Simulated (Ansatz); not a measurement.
Theory: Ansatz 0.2.0, DFT PBE, scalar-relativistic, plane waves, PAW. Settings: cutoff 420 eV, Γ-centred meshes spaced at most about 0.3 Å⁻¹, and about 0.25 Å⁻¹ or finer for metals (2π included), Gaussian smearing. No spin polarisation.

All energies are static (0 K, no zero-point motion).

Compare these two cells of Li4F, each relaxed at this level.

1.

```
CELL_PARAMETERS angstrom
4.98937 0.00000 0.00000
0.00000 4.98937 0.00000
0.00000 0.00000 4.98937
ATOMIC_POSITIONS crystal
Li 0.00000 0.50000 0.50000
Li 0.50000 0.00000 0.50000
Li 0.50000 0.50000 0.00000
Li 0.50000 0.50000 0.50000
F 0.00000 0.00000 0.00000
```

2.

```
CELL_PARAMETERS angstrom
4.26889 0.00000 0.00000
0.00000 4.26889 0.00000
0.00000 0.00000 4.26889
ATOMIC_POSITIONS crystal
Li 0.50000 0.50000 0.50000
Li 0.50000 0.00000 0.00000
Li 0.00000 0.50000 0.00000
Li 0.00000 0.00000 0.50000
F 0.00000 0.00000 0.00000
```

Task: Which placement of the atoms is lower in energy, and by how much?

Result: Cell 2 is lower, by 0.91 eV/atom. The two share one framework of sites and differ in which element sits where. Cell 1 has space group Pm-3m (No. 221), 24.8 Å³/atom and no gap on its mesh; cell 2 has space group Pm-3m (No. 221), 15.6 Å³/atom and no gap. Counting Li atoms around F (those within 1.25 times the shortest such distance or 1.15 times the sum of covalent radii; a plus sign parts nearer from farther groups; the shortest distance is added where it is long for a bond), cell 1 has F 12+8 from 3.5 Å and cell 2 has F 6. The denser one is the lower, and pressure would at first widen the difference. In cell 1, Li on a site of symmetry 4/mmm has 2 Li at 2.49 Å, 4 F at 3.53 Å and 8 Li at 3.53 Å; Li on a site of symmetry m-3m is surrounded by 6 Li at 2.49 Å; around F lie 12 Li at 3.53 Å (long contacts). In cell 2, Li on a site of symmetry m-3m is surrounded by 12 Li at 3.02 Å; Li on a site of symmetry 4/mmm is surrounded by 2 F at 2.13 Å and 12 Li at 3.02 Å; F has 6 Li at 2.13 Å. Both come from invented guesses. The lowest form computed isn't among them: it has space group I4/mmm (No. 139), 15.8 Å³/atom and lies 80 meV/atom below the best shown.
